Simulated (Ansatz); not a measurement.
# Ligand exchange: GeH3(CH3) + CHF3S → GeH2(CH3)(SH) + CHF3

Species: GeH3(CH3) (methyl germane), singlet; CHF3S (trifluoromethanethiol) `FC(F)(F)S`, singlet; GeH2(CH3)(SH), singlet; CHF3 `FC(F)F`, singlet. The partners trade H for SH: Ge–H and C–SH bonds give way to Ge–SH and C–H.

Shapes, held fixed at every level: PBE0-D4/def2-TZVP. Flexible molecules stand in one conformer, not always the lowest. Programs: Ansatz 0.2.0. The zero-point and thermal change to 298 K, harmonic and unscaled (PBE0-D4/def2-TZVP), is +11.1 kJ/mol.

Task: Estimate ΔH(298 K) of this reaction.

Result: The highest level, CCSD(T)/def2-TZVPP, gives ΔH(298 K) = -104.1 kJ/mol; the levels span -114.5 to -95.2. The column of differences is taken from that level and isn't an error. No measured value is set beside it here. Relativity is left out for Ge. Outer-core shells of Ge are correlated in most correlated rows, in sets that cover them unevenly.

```tsv
level	kind	ΔH(298 K) (kJ/mol)	less CCSD(T)/def2-TZVPP
HF/def2-SVP	Hartree–Fock	-114.5	-10.4
r2SCAN-D4/def2-TZVPP	meta-GGA	-95.2	+8.9
BHLYP-D4/def2-TZVPP	global hybrid	-107.3	-3.2
PBE0-D4/def2-TZVPP	global hybrid	-100.6	+3.5
r2SCAN0-D4/def2-TZVPP	global hybrid	-101.3	+2.8
MP2/def2-TZVPP	perturbation theory	-110.2	-6.1
CCSD(T)/def2-TZVPP	coupled cluster or CI	-104.1	0.0
```
